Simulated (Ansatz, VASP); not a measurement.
**Te: VASP beside Ansatz**

```xyz
1
Lattice="-1.8260 1.8260 1.8260 1.8260 -1.8260 1.8260 1.8260 1.8260 -1.8260" Properties=species:S:1:pos:R:3 pbc="T T T"
Te    0.0000    0.0000    0.0000
```

Alike in both runs: functional PBEsol; k mesh 14 × 14 × 14; occupations fermi-dirac, width 0.1 eV; no spin polarisation.

Ansatz relaxed the structure, and its values are those at the end. VASP's run is a single point on that final structure, the one shown.

```csv
,VASP,Ansatz
version,VASP 6.6.1,Ansatz 0.2.0
potentials or method,"VASP PAW PBE potentials, release 64 (Te)","PAW with Ansatz's default frozen-core files, scalar-relativistic"
plane-wave cutoff (eV),520,420
valence electrons in the cell,6,16
```

|  | VASP | Ansatz | Ansatz less VASP |
| --- | --- | --- | --- |
| pressure (GPa) | 9.0 | 8.9 | -0.06 |

The two sets of potentials don't hold the same shells in valence.

Caveats: the PAW data sets were made with another functional, which shifts forces and pressure a little (VASP). Spin-orbit coupling is left out, which matters for the levels of Te.
